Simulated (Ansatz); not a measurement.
Input of an Ansatz 0.2.0 run:

input.yaml

```yaml
crystal:
  lattice:
    - [0.0, 2.9165, 2.9165]
    - [2.9165, 0.0, 2.9165]
    - [2.9165, 2.9165, 0.0]
  atoms:
    - { symbol: Cd, position: [0.0, 0.0, 0.0] }
    - { symbol: S, position: [0.75, 0.75, 0.75] }
kpoints:
  mp_grid: { grid: [8, 8, 8] }
scf:
  occupations: { method: gaussian, width: 0.017 }
hamiltonian:
  xc: pbe
  pseudopotentials: { kind: all_electron, lapw: { basis_error: 0.001 } }
output:
  forces: true
  stress: true
  eigenvalues: true
```

Potentials or basis: all-electron LAPW, scalar-relativistic.

The run is started by

```bash
$ ansatz run input.yaml --threads 1 --pin off --max-ram 3072MiB --backend cpu --events-out ev --progress --plain --runs-dir out
```

Question: Predict the pressure.

Answer: 2.9 GPa.

Question: Estimate the band gap on the k mesh.

Answer: 1.15 eV, direct.

As with any semilocal functional, this PBE gap is likely too small.
